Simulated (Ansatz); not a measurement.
# KCl: the cost of one run

The runs shown are made with Ansatz 0.2.0. PAW datasets, plane waves. Values at 0 K without nuclear motion; spin polarisation is off, and the phase may be a hypothetical one.

## (1) The structure to begin with

The unstrained cell was relaxed with r2SCAN; in each strained cell the atoms were relaxed again with r2SCAN. Names of k-points are those of the unstrained zone, where strain can split equivalent points. First state: -0.5 % strain along [111] alone.

The symmetry is R3m (No. 160, trigonal); a = 4.960 Å, c = 12.089 Å in the conventional setting, 42.93 Å³ an atom. K has 4 Cl at 3.03 Å; Cl has 4 K at 3.03 Å.

Structure file:

```
K Cl
1.0
    -0.01169    3.49559    3.49559
     3.49559   -0.01169    3.49559
     3.49559    3.49559   -0.01169
K Cl
1 1
Cartesian
  -0.0015 -0.0015 -0.0015
  1.7464 1.7464 1.7464
```

## (2) -0.5 % strain along [111] alone: PBE

The input, input.yaml:

```yaml
crystal:
  lattice:
    - [-0.0116909428, 3.4955918877, 3.4955918877]
    - [3.4955918877, -0.0116909428, 3.4955918877]
    - [3.4955918877, 3.4955918877, -0.0116909428]
  atoms:
    - { symbol: K, position: [-0.0002167296, -0.0002167296, -0.0002167296] }
    - { symbol: Cl, position: [0.2502167296, 0.2502167296, 0.2502167296] }
kpoints:
  mp_grid: { grid: [6, 6, 6] }
  band_path:
    path:
      - [0.0, 0.0, 0.0]
      - [-0.5, -0.5, 0.0]
      - [-0.375, -0.375, 0.25]
      - [-0.375, 0.0, 0.375]
      - [0.0, 0.0, 0.5]
      - [-0.5, -0.25, 0.25]
      - [0.0, 0.5, 0.5]
    npoints: 1
hamiltonian:
  xc: pbe
scf:
  occupations: { method: fermi_dirac, width: 0.02 }
  n_extra_bands: 4
output:
  forces: true
  stress: true
  eigenvalues: true
```

Command:

```bash
$ ansatz run input.yaml --threads 4 --pin off --max-ram 3686MiB --backend cpu --events-out ev --progress --plain --runs-dir out
```

What time and memory should one allow on 4 threads of Arm Neoverse N1, shared host?

About 2.2 s, with a peak of 0.4 GiB.
